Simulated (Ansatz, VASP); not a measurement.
## Two plane-wave programs on Nb

```
Nb
1.0
    -1.65228    1.65228    1.65228
     1.65228   -1.65228    1.65228
     1.65228    1.65228   -1.65228
Nb
1
Direct
  0.00000 0.00000 0.00000
```

Alike in both runs: functional r2SCAN; k mesh 18 × 18 × 18; occupations gaussian, width 0.1 eV; no spin polarisation.

Ansatz relaxed the structure, and its values are those at the end. VASP's run is a single point on that final structure, the one shown.

```csv
,VASP,Ansatz
version,VASP 6.6.1,Ansatz 0.2.0
potentials or method,"VASP PAW PBE potentials, release 64 (Nb_sv)","scalar-relativistic, plane waves, PAW"
plane-wave cutoff (eV),520,500
valence electrons in the cell,13,13
```

Ansatz gave:

```
gap on the k mesh at the Fermi level (eV) : none
pressure (GPa)                            : 0.0
```

Estimate VASP's values.

gap on the k mesh at the Fermi level (eV): none; pressure (GPa): -0.2.

A gap of «none» marks a metal or a gap that the smearing closes.

Caveats: the PAW data sets were made with another functional, which shifts forces and pressure a little (VASP).
